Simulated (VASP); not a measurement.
Set up this calculation in VASP 6.6.1, as the native input.

* Task: relaxation of cell and atoms
* Functional: LDA
* Potentials or basis: VASP PAW LDA potentials, release 64 (Cd, S)
* Cutoff: 600 eV
* k mesh: 9 × 9 × 4
* Occupations: gaussian, width 0.03 eV
* Spin: no spin polarisation
* Further INCAR settings: ALGO = Normal; EDIFF = 1e-06; IBRION = 2; EDIFFG = -0.01; NSW = 90; ISIF = 3

The structure of CdS lies in POSCAR:

```
CdS
1.0
    4.1500000000      0.0000000000      0.0000000000
   -2.0750000000      3.5940054300      0.0000000000
    0.0000000000      0.0000000000      6.7370000000
Cd S
2 2
Direct
    0.3333333300      0.6666666700      0.0000000000
    0.6666666700      0.3333333300      0.5000000000
    0.3333333300      0.6666666700      0.3750000000
    0.6666666700      0.3333333300      0.8750000000
```

One way to write it, as run:

INCAR

```
ALGO = Normal
EDIFF = 1E-6
EDIFFG = -0.01
ENCUT = 600
GGA = CA
IBRION = 2
ISIF = 3
ISMEAR = 0
LASPH = True
LCHARG = False
LREAL = False
LWAVE = False
NELM = 80
NSW = 90
PREC = Accurate
SIGMA = 0.03
```

KPOINTS

```
k-points
0
Gamma
  9 9 4
```

Potentials or basis: VASP PAW LDA potentials, release 64 (Cd, S).

The run is started by

```console
$ cat potpaw_LDA.64/Cd/POTCAR potpaw_LDA.64/S/POTCAR > POTCAR
$ mpirun -np 1 vasp_std > vasp.out
```

It gave:

| Item | Value |
| --- | --- |
| Relaxed volume | 24.03 Å³/atom |
| Relaxed cell | a = 4.083 Å, b = 4.083 Å, c = 6.657 Å, α = 90.00°, β = 90.00°, γ = 120.00° |
| Space group after relaxing (to 0.05 Å) | P6_3mc (No. 186) |
| Energy gained by relaxing | 9.9 meV/atom |
| Ionic steps | 6 |
| Pressure after relaxing | 0.0 GPa |
| Largest force after relaxing | 0.004 eV/Å |
| Band gap on the k mesh | 1.04 eV, direct |

Run time: 3.2 min on 1 thread of Intel(R) Xeon(R) 6975P-C (Granite Rapids) (shared host), peak memory 0.26 GiB.
